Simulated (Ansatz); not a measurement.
A (100) slab of GaN (P6_3mc (No. 186)), 8 planes, outer planes GaN (top) and GaN (bottom), with 16 atoms (Ga8N8) in a surface cell of A = 16.195 Å², as cut from the bulk:

```xyz
16
Lattice="3.1518 0.0000 0.0000 0.0000 5.1385 0.0000 0.0000 0.0000 24.0985" Properties=species:S:1:pos:R:3 pbc="T T T"
Ga    0.0000    0.0036    7.5000
N     0.0000    3.2079    7.5000
Ga    1.5759    2.5729    8.4098
N     1.5759    0.6387    8.4098
Ga    1.5759    0.0036   10.2295
N     1.5759    3.2079   10.2295
Ga    0.0000    2.5729   11.1394
N     0.0000    0.6387   11.1394
Ga    0.0000    0.0036   12.9591
N     0.0000    3.2079   12.9591
Ga    1.5759    2.5729   13.8689
N     1.5759    0.6387   13.8689
Ga    1.5759    0.0036   15.6886
N     1.5759    3.2079   15.6886
Ga    0.0000    2.5729   16.5985
N     0.0000    0.6387   16.5985
```

All numbers below come from Ansatz, DFT LDA, scalar-relativistic, plane waves, PAW. Cutoff 420 eV; k points 8×5×1 on the computed 16-atom cell (Γ-centred); Gaussian smearing, width 0.05 eV; no spin polarisation.

Against the same 16 atoms in the bulk, the slab as cut lies 5.022 eV higher and the relaxed slab 3.978 eV higher.

(1) Work out the surface energy before and after relaxation.

(2) What is the ideal work of this cut, per area?

Answers

(1) The slab has two faces, so γ = (E_slab − N·E_bulk)/(2A), the mean of both. As cut: 5.022/(2 × 16.195) = 0.1550 eV/Å², and 1 eV/Å² = 16.02 J/m², so γ = 2.48 J/m². Relaxed: 3.978/(2 × 16.195) = 0.1228 eV/Å² = 1.97 J/m². Relaxation recovers 21 % of the cost of cutting.

(2) Griffith's ideal work is 2γ: 4.97 J/m² if the new faces stay rigid, 3.94 J/m² if they relax. Other cuts parallel to this plane can cost less. One thickness was run, 8 planes, so γ can still shift with it.